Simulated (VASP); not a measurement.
Set up this calculation in VASP 6.6.1, as the native input.

| Property | Result |
| --- | --- |
| Task | relaxation of cell and atoms |
| Functional | LDA |
| Potentials or basis | VASP PAW LDA potentials, release 64 (Zr_sv) |
| Cutoff | 600 eV |
| k mesh | 7 × 7 × 10 |
| Occupations | fermi-dirac, width 0.1 eV |
| Spin | no spin polarisation |
| Dipole correction | no |
| Further INCAR settings | ALGO = Fast; EDIFF = 1e-07; IBRION = 2; EDIFFG = -0.01; NSW = 80; ISIF = 3 |

The structure of Zr lies in POSCAR:

```
Zr
1.0
    5.0859926290      0.0000000000      0.0000000000
   -2.5429963145      4.4045988202      0.0000000000
    0.0000000000      0.0000000000      3.1177134816
Zr
3
Direct
    0.0000000000      0.0000000000      0.0000000000
    0.3333333333      0.6666666667      0.5000000000
    0.6666666667      0.3333333333      0.5000000000
```

The cell was built by a generator and needn't be a form met in nature.

These files were run (other wordings do the same):

INCAR

```
PREC = Accurate ; ENCUT = 600
EDIFF = 1E-7 ; ISMEAR = -1
SIGMA = 0.1 ; LREAL = False
LASPH = True ; NELM = 80
ALGO = Fast ; ISIF = 3
LWAVE = False ; LCHARG = False
GGA = CA ; IBRION = 2
NSW = 80 ; EDIFFG = -0.01
```

KPOINTS

```
Automatic mesh
0
Gamma
  7 7 10
```

Potentials or basis: VASP PAW LDA potentials, release 64 (Zr_sv).

The run is started by

```console
$ cat potpaw_LDA.64/Zr_sv/POTCAR > POTCAR
$ mpirun -np 1 vasp_std > vasp.out
```

It gave:

```json
{"Relaxed volume": "21.62 Å³/atom", "Relaxed cell": "a = 4.931 Å, b = 4.931 Å, c = 3.080 Å, α = 90.00°, β = 90.00°, γ = 120.00°", "Space group after relaxing (to 0.05 Å)": "P6/mmm (No. 191)", "Energy gained by relaxing": "41.0 meV/atom", "Ionic steps": "7", "Pressure after relaxing": "-0.1 GPa", "Band gap on the k mesh": "none (metal or under the smearing width)"}
```

It took 12 min on 1 thread of Intel(R) Xeon(R) Platinum 8559C (Emerald Rapids), on a shared host, peak memory 0.24 GiB.
